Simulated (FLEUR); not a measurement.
# CoO (P-6m2) in FLEUR: a series of runs

One crystal, CoO, is run at these levels: LDA+U; tasks: single point.

All numbers are computed with FLEUR MaX-R8.1 (later development tree); they aren't measurements. Logs are shortened: lines on timing, memory, paths and dates and some standing lists are left out, and cuts for length are marked.

## 1. Starting point

Symmetry: P-6m2, No. 187, hexagonal system. Conventional cell: a = 2.856 Å, b = 2.856 Å, c = 2.788 Å, α = 90.00°, β = 90.00°, γ = 120.00°. Around Co (site symmetry -6m2) lie 6 O at 2.16 Å. O (site symmetry -6m2) has 6 Co at 2.16 Å as nearest neighbours.

Measurements of this composition are mostly on another form, of space group No. 225.

## 2. Single point, LDA+U, collinear spin, ferromagnetic start

Contents of inp.xml:

```xml
<?xml version="1.0" encoding="UTF-8" standalone="no"?>
<fleurInput fleurInputVersion="0.39">
   <comment>
      CoO                                                                                                 
   </comment>
   <calculationSetup>
      <cutoffs Kmax="4.58" Gmax="14.2" GmaxXC="14.2" numbands="0"/>
      <scfLoop itmax="100" minDistance="0.0002" maxIterBroyd="50" imix="Anderson" alpha="0.05" precondParam="0.0" spinf="2.0" sdNocoIR="T"/>
      <coreElectrons ctail="T" frcor="F" kcrel="0" coretail_lmax="0"/>
      <xcFunctional name="vwn" relativisticCorrections="F"/>
      <magnetism jspins="2"/>
      <soc l_soc="F" theta="0.0" phi="0.0" spav="F"/>
      <expertModes spex="0" secvar="F"/>
      <geometryOptimization l_f="F" forcealpha="1.0" forcemix="BFGS" epsdisp="0.00001" epsforce="0.00001"/>
      <ldaU l_linMix="F" mixParam="0.05" spinf="1.0"/>
   </calculationSetup>
   <cell>
      <bzIntegration valenceElectrons="23.0" mode="gauss" fermiSmearingEnergy="0.00183747">
         <kPointListSelection listName="default-1"/>
         <!-- k-points included here -->
         <xi:include xmlns:xi="http://www.w3.org/2001/XInclude" href="kpts.xml"> </xi:include>
      </bzIntegration>
      <!-- symmetry operations included here -->
      <xi:include xmlns:xi="http://www.w3.org/2001/XInclude" href="sym.xml"> </xi:include>
      <bulkLattice scale="1.0">
         <bravaisMatrix>
            <row-1>    5.3976232702594942    -0.0000000037794522     0.0000000000000000</row-1>
            <row-2>   -2.6988116318227258     4.6744788739961285     0.0000000000000000</row-2>
            <row-3>    0.0000000000000000     0.0000000000000000     5.2678128848465535</row-3>
         </bravaisMatrix>
      </bulkLattice>
   </cell>
   <atomSpecies>
      <species name="Cobalt (Co3.000" element="Co" atomicNumber="27">
         <mtSphere radius="2.14" gridPoints="707" logIncrement="0.017"/>
         <atomicCutoffs lmax="9" lnonsphr="9"/>
         <electronConfig flipSpins="F">
            <coreConfig>(1s1/2) (2s1/2) (2p1/2) (2p3/2)</coreConfig>
            <valenceConfig>(3s1/2) (3p1/2) (3p3/2) (4s1/2) (3d3/2) (3d5/2)</valenceConfig>
            <stateOccupation state="(3d3/2)" spinUp="2.0" spinDown="0.8"/>
            <stateOccupation state="(3d5/2)" spinUp="3.0" spinDown="1.2"/>
         </electronConfig>
         <energyParameters s="4" p="4" d="3" f="4"/>
         <ldaU l="2" U="2" J="0.7" l_amf="F"/>
         <lo type="SCLO" l="0" n="3" eDeriv="0"/>
         <lo type="SCLO" l="1" n="3" eDeriv="0"/>
         <lo type="SCLO" l="1" n="3" eDeriv="1"/>
         <lo type="SCLO" l="3" n="4" eDeriv="2"/>
      </species>
      <species name="Oxygen (O)" element="O" atomicNumber="8">
         <mtSphere radius="1.64" gridPoints="543" logIncrement="0.02"/>
         <atomicCutoffs lmax="8" lnonsphr="8"/>
         <electronConfig flipSpins="F">
            <coreConfig>(1s1/2)</coreConfig>
            <valenceConfig>(2s1/2) (2p1/2) (2p3/2)</valenceConfig>
            <stateOccupation state="(2p1/2)" spinUp="0.666667" spinDown="0.666667"/>
            <stateOccupation state="(2p3/2)" spinUp="1.333333" spinDown="1.333333"/>
         </electronConfig>
         <energyParameters s="2" p="2" d="3" f="4"/>
         <lo type="SCLO" l="0" n="2" eDeriv="2"/>
         <lo type="SCLO" l="1" n="2" eDeriv="2"/>
         <lo type="SCLO" l="2" n="3" eDeriv="2"/>
      </species>
   </atomSpecies>
   <atomGroups>
      <atomGroup species="Cobalt (Co3.000">
         <relPos label="                   1">.0000000000 .0000000000 .0000000000</relPos>
         <force calculate="T" relaxXYZ="TTT"/>
      </atomGroup>
      <atomGroup species="Oxygen (O)">
         <relPos label="                   2">-1.000/3.000 1.000/3.000 1.000/2.000</relPos>
         <force calculate="T" relaxXYZ="TTT"/>
      </atomGroup>
   </atomGroups>
   <output dos="F" band="F" slice="F">
      <checks vchk="F" cdinf="F"/>
      <bandDOS minEnergy="-.5*Htr" maxEnergy="0.5*Htr" sigma="0.015" storeEVData="T"/>
      <vacuumDOS vacdos="F" integ="F" star="F" nstars="0" locx1="0.0" locy1="0.0" locx2="0.0" locy2="0.0" nstm="0" tworkf="0.0"/>
      <unfoldingBand unfoldBand="F" supercellX="1" supercellY="1" supercellZ="1"/>
      <plotting iplot="0" polar="F">
         <plot TwoD="T" vec1="  1.0  0.0  0.0" vec2="  0.0  1.0  0.0" vec3="  0.0  0.0  1.0" zero="  0.0  0.0  0.0" file="plot"/>
      </plotting>
      <chargeDensitySlicing numkpt="0" minEigenval="0.0" maxEigenval="0.0" nnne="0" pallst="F"/>
      <specialOutput eonly="F"/>
      <moessbauerParams electricFieldGradient="T" isomerShift="T" coreHyperfine="T" valenceHyperfine="T"/>
      <magneticCircularDichroism mcd="F" energyLo="-10.0" energyUp="0.0"/>
   </output>
  <!-- We include the file relax.xml here to enable relaxations (see documentation) -->
  <xi:include xmlns:xi="http://www.w3.org/2001/XInclude" href="relax.xml"> <xi:fallback/> </xi:include>
</fleurInput>
```

Contents of crystal.txt:

```
CoO
&input cartesian=F /
2.8562992277  -0.0000000020  0.0000000000
-1.4281496121  2.4736276930  0.0000000000
0.0000000000  0.0000000000  2.7876065300
1.8897261246
1.0 1.0 1.0

2
27 0.0000000000  0.0000000000  0.0000000000 : 3.000
8 0.6666666667  0.3333333333  0.5000000000

&kpt div1=8 div2=8 div3=7 gamma=T /
```

Potentials or basis: all-electron, FLAPW.

Command:

```console
$ inpgen -f crystal.txt -profile fastHighL
$ # inp.xml edited to the form shown
$ fleur_MPI
```

The log of the run:

```text
Welcome to FLEUR        (www.flapw.de)
      MaX-Release 8.1          (www.max-centre.eu)

 ========== k-point set info ==========
 Selected k-point list: default-1
 k-point list type: mesh
 8 x 8 x 7
 Number of k points: 40

 ------------Calculation Setup---------------------------
 Number of MPI-tasks      :            1
 Number of PE/node        :            1
 Number of OMP-threads    :            1
 Most efficient MPI parallelization for:
           1           2           4           5           8          10          20          40
 Additional eigenvalue parallelization possible
 Number of basis functions:          279
 Approximate size of matrices (H+S) per k-point:         0.002 GB
 --------------------------------------------------------
 no density matrix found ... skipping LDA+U
 Reset of history
 Iteration:     1   Distance:      20.72509791 me/bohr^3
 Iteration:     2   Distance:      20.39005626 me/bohr^3
 Iteration:     3   Distance:      17.47682357 me/bohr^3
 Iteration:     4   Distance:      13.52997540 me/bohr^3
 Iteration:     5   Distance:      12.99062242 me/bohr^3
 Iteration:     6   Distance:       9.00192554 me/bohr^3
 Iteration:     7   Distance:       9.09425312 me/bohr^3
 Iteration:     8   Distance:       4.83420451 me/bohr^3
 Iteration:     9   Distance:       5.27489764 me/bohr^3
 Iteration:    10   Distance:       3.97858953 me/bohr^3
 Iteration:    11   Distance:       2.48143440 me/bohr^3
 Iteration:    12   Distance:       2.09886627 me/bohr^3
 Iteration:    13   Distance:       1.00879562 me/bohr^3
 Iteration:    14   Distance:       0.94531509 me/bohr^3
 Iteration:    15   Distance:       0.30167911 me/bohr^3
 Iteration:    16   Distance:       0.37491021 me/bohr^3
 Iteration:    17   Distance:       0.02322504 me/bohr^3
 Iteration:    18   Distance:       0.04454006 me/bohr^3
 Iteration:    19   Distance:       0.01393697 me/bohr^3
 Iteration:    20   Distance:       0.00334542 me/bohr^3
 Iteration:    21   Distance:       0.00244744 me/bohr^3
 Iteration:    22   Distance:       0.00060061 me/bohr^3
 Iteration:    23   Distance:       0.00011958 me/bohr^3

 ********************************************************************
 Run finished successfully
 Stop message:
   all done
 ********************************************************************
```

Wall time 58 s (1 thread of Arm Neoverse V2, shared host); peak memory 0.08 GiB.

What came out:

- Free energy: -39889.1242 eV
- Net moment: 3.00 μB per cell
- Site moments: Co +2.60; O +0.37 μB
- Valence electrons inside the program's atomic spheres: Co 15.32; O 5.19 (radii Co 2.14, O 1.64 bohr)

Levels at points of the mesh, in eV from the Fermi level:
Spin up:
```csv
k point,band 11,band 12,band 13,band 14,band 15,band 16
"(0.00, 0.00, 0.00)",-3.31,-0.99,-0.99,0.67,14.61,16.03
"(0.00, 0.50, 0.00)",-2.36,-2.00,-0.69,5.38,8.43,14.79
```
Spin down:
```
           k point  band 7  band 8  band 9  band 10  band 11  band 12  band 13  band 14
(0.00, 0.00, 0.00)   -3.21   -2.78   -2.68     0.91     0.91     0.99     0.99     1.30
(0.00, 0.50, 0.00)   -3.34   -2.81   -2.25     0.10     0.41     0.81     2.21     5.91
```

Eigenvalues of the final occupation matrices:
| site | spin | trace | eigenvalues |
| --- | --- | --- | --- |
| atom type 1 | 1 | 4.73 | 0.93 0.94 0.94 0.96 0.96 |
| atom type 1 | 2 | 2.15 | 0.16 0.16 0.49 0.49 0.85 |

Core levels (eV from the Fermi level):
| atom | levels |
| --- | --- |
| 1 Co | 1s1/2 -7567.9, 2s1/2 -890.2, 2p1/2 -772.3, 2p3/2 -757.5 |
| 2 O | 1s1/2 -502.5 |

Caveat: with Gaussian smearing the program prints no entropy term, so the energy of a metal isn't a free energy; a cell with one magnetic atom can't hold antiferromagnetic order, which such compounds often take. The state reached can hang on the start; a lower one may exist.

## 3. Single point, LDA+U, collinear spin, antiferromagnetic start (cell doubled along one axis)

Changes to inp.xml since step 2:

```diff
@@ -17,3 +17,3 @@
    <cell>
-      <bzIntegration valenceElectrons="23.0" mode="gauss" fermiSmearingEnergy="0.00183747">
+      <bzIntegration valenceElectrons="46.0" mode="gauss" fermiSmearingEnergy="0.00183747">
          <kPointListSelection listName="default-1"/>
@@ -26,4 +26,4 @@
          <bravaisMatrix>
-            <row-1>    5.3976232702594942    -0.0000000037794522     0.0000000000000000</row-1>
-            <row-2>   -2.6988116318227258     4.6744788739961285     0.0000000000000000</row-2>
+            <row-1>    5.3976232746058637    -0.0000000060471236     0.0000000000000000</row-1>
+            <row-2>   -5.3976232640233972     9.3489577427010229     0.0000000000000000</row-2>
             <row-3>    0.0000000000000000     0.0000000000000000     5.2678128848465535</row-3>
@@ -63,2 +63,18 @@
       </species>
+      <species name="Cobalt (Co-3.000" element="Co" atomicNumber="27">
+         <mtSphere radius="2.14" gridPoints="707" logIncrement="0.017"/>
+         <atomicCutoffs lmax="9" lnonsphr="9"/>
+         <electronConfig flipSpins="F">
+            <coreConfig>(1s1/2) (2s1/2) (2p1/2) (2p3/2)</coreConfig>
+            <valenceConfig>(3s1/2) (3p1/2) (3p3/2) (4s1/2) (3d3/2) (3d5/2)</valenceConfig>
+            <stateOccupation state="(3d3/2)" spinUp="0.8" spinDown="2.0"/>
+            <stateOccupation state="(3d5/2)" spinUp="1.2" spinDown="3.0"/>
+         </electronConfig>
+         <energyParameters s="4" p="4" d="3" f="4"/>
+         <ldaU l="2" U="2" J="0.7" l_amf="F"/>
+         <lo type="SCLO" l="0" n="3" eDeriv="0"/>
+         <lo type="SCLO" l="1" n="3" eDeriv="0"/>
+         <lo type="SCLO" l="1" n="3" eDeriv="1"/>
+         <lo type="SCLO" l="3" n="4" eDeriv="2"/>
+      </species>
    </atomSpecies>
@@ -70,3 +86,11 @@
       <atomGroup species="Oxygen (O)">
-         <relPos label="                   2">-1.000/3.000 1.000/3.000 1.000/2.000</relPos>
+         <relPos label="                   2">-1.000/3.000 1.000/6.000 1.000/2.000</relPos>
+         <force calculate="T" relaxXYZ="TTT"/>
+      </atomGroup>
+      <atomGroup species="Cobalt (Co-3.000">
+         <relPos label="                   3">.0000000000 1.000/2.000 .0000000000</relPos>
+         <force calculate="T" relaxXYZ="TTT"/>
+      </atomGroup>
+      <atomGroup species="Oxygen (O)">
+         <relPos label="                   4">-1.000/3.000 -1.000/3.000 1.000/2.000</relPos>
          <force calculate="T" relaxXYZ="TTT"/>
```

Contents of crystal.txt:

```
CoO
&input cartesian=F /
2.8562992300  -0.0000000032  0.0000000000
-2.8562992244  4.9472553832  0.0000000000
0.0000000000  0.0000000000  2.7876065300
1.8897261246
1.0 1.0 1.0

4
27 0.0000000000  0.0000000000  0.0000000000 : 3.000
8 0.6666666667  0.1666666667  0.5000000000
27 0.0000000000  0.5000000000  0.0000000000 : -3.000
8 0.6666666667  0.6666666667  0.5000000000

&kpt div1=8 div2=4 div3=7 gamma=T /
```

Potentials or basis: all-electron, FLAPW.

Command:

```console
$ inpgen -f crystal.txt -profile fastHighL
$ # inp.xml edited to the form shown
$ fleur_MPI
```

Run time: 24 min. Hardware: 1 thread of Arm Neoverse V2, shared host; peak memory 0.73 GiB.

Results (log left out):

```
Free energy                                           : -79778.6120 eV
Net moment                                            : 0.00 μB per cell
Site moments                                          : Co +2.44, -2.44; O +0.12, -0.12 μB
Valence electrons inside the program's atomic spheres : Co 15.34; O 5.19 (radii Co 2.14, O 1.64 bohr)
```

Levels at points of the mesh, in eV from the Fermi level:
Spin up:
| k point | band 19 | band 20 | band 21 | band 22 | band 23 | band 24 | band 25 | band 26 | band 27 | band 28 |
| --- | --- | --- | --- | --- | --- | --- | --- | --- | --- | --- |
| (0.00, 0.00, 0.00) | -2.63 | -1.62 | -1.24 | -1.17 | 0.13 | 0.88 | 0.95 | 0.99 | 1.81 | 5.66 |
| (0.00, 0.50, 0.00) | -2.61 | -1.89 | -1.26 | -1.09 | -0.11 | 0.70 | 0.87 | 1.71 | 3.39 | 3.66 |
| (0.50, 0.00, 0.00) | -2.29 | -2.24 | -1.21 | -0.92 | -0.65 | 0.97 | 1.39 | 1.92 | 5.61 | 5.66 |
| (0.50, 0.50, 0.00) | -2.44 | -1.88 | -1.28 | -1.27 | -0.95 | 0.80 | 1.43 | 2.00 | 6.33 | 6.52 |
Spin down:
```csv
k point,band 20,band 21,band 22,band 23,band 24,band 25,band 26,band 27
"(0.00, 0.00, 0.00)",-1.62,-1.24,-1.17,0.13,0.88,0.95,0.99,1.81
"(0.00, 0.50, 0.00)",-1.89,-1.26,-1.09,-0.11,0.70,0.87,1.71,3.39
"(0.50, 0.00, 0.00)",-2.24,-1.21,-0.92,-0.65,0.97,1.39,1.92,5.61
"(0.50, 0.50, 0.00)",-1.88,-1.28,-1.27,-0.95,0.80,1.43,2.00,6.33
```

Eigenvalues of the final occupation matrices:
```
       site  spin  trace               eigenvalues
atom type 1     1   4.66  0.90 0.93 0.94 0.95 0.95
atom type 3     1   2.24  0.15 0.15 0.17 0.87 0.90
atom type 1     2   2.24  0.15 0.15 0.17 0.87 0.90
atom type 3     2   4.66  0.90 0.93 0.94 0.95 0.95
```

Core levels (eV from the Fermi level):
```
atom                                                   levels
1 Co  1s1/2 -7567.8, 2s1/2 -889.9, 2p1/2 -772.1, 2p3/2 -757.3
 2 O                                             1s1/2 -502.4
3 Co  1s1/2 -7567.7, 2s1/2 -888.5, 2p1/2 -771.0, 2p3/2 -756.2
 4 O                                             1s1/2 -502.3
```

Caveat: with Gaussian smearing the program prints no entropy term, so the energy of a metal isn't a free energy. The state reached can hang on the start; a lower one may exist.
